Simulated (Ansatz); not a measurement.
## Cancellation of cutoff errors in SiO₂

These are results of Ansatz 0.2.0, DFT r2SCAN, scalar-relativistic, plane waves, PAW, not measurements.

```xyz
6
Lattice="-2.3740 2.3740 3.7440 2.3740 -2.3740 3.7440 2.3740 2.3740 -3.7440" Properties=species:S:1:pos:R:3 pbc="T T T"
Si    0.0000    0.0000    0.0000
Si    0.0000    2.3740    1.8720
O     1.1870    2.9599    2.8080
O     0.5858    1.1870    0.9360
O    -1.1870    1.7882    2.8080
O    -0.5858    3.5611    0.9360
```

* Γ-centred k-mesh: 8×8×8
* occupation rule: Gaussian smearing, 0.02 eV
* spin treatment: unpolarised

A second cell has all atoms moved and the lattice slightly strained:

```yaml
crystal:
  lattice:
    - [-2.38858, 2.41461, 3.76976]
    - [2.37049, -2.34789, 3.71597]
    - [2.42111, 2.38041, -3.72745]
  atoms:
    - { symbol: Si, position: [0.96925, 0.99777, 0.99925] }
    - { symbol: Si, position: [0.72661, 0.28977, 0.53905] }
    - { symbol: O, position: [0.95001, 0.63833, 0.84845] }
    - { symbol: O, position: [0.36643, 0.23309, 0.36250] }
    - { symbol: O, position: [0.73752, 0.12181, 0.13937] }
    - { symbol: O, position: [0.88227, 0.01968, 0.64493] }
```

It ran on a 6×6×8 mesh, another than the first cell's, which shifts the difference by nearly the same amount at every cutoff. Both were run at several values of the cutoff; energies per atom at zero smearing, errors against the largest value (600 eV), which isn't proved converged itself.

```csv
cutoff,"error, first cell (meV)","error, second cell (meV)"
200 eV,4471.67,4441.00
250 eV,1202.58,1204.32
300 eV,277.71,279.17
350 eV,52.20,52.50
500 eV,2.24,2.23
```

Q: At the largest value the second cell lies 202.15 meV/atom above the first. What is the error of that difference at each value, and where does each quantity come within 1 meV/atom?

A: The error of the difference is the second cell's error less the first's:
```tsv
cutoff	difference (meV)	its error (meV)
200 eV	171.47	-30.67
250 eV	203.89	1.74
300 eV	203.61	1.46
350 eV	202.45	0.30
500 eV	202.13	-0.01
```

No value below the largest brings the first cell's total energy within 1 meV/atom, while the difference is there from 350 eV on. Most of the error cancels, by a factor of about 188 in the median. A missing short wave mostly misdescribes the region near each nucleus, which both cells share; what doesn't cancel comes largely from the change of volume and bonding.

This form isn't the usual stable structure of the compound.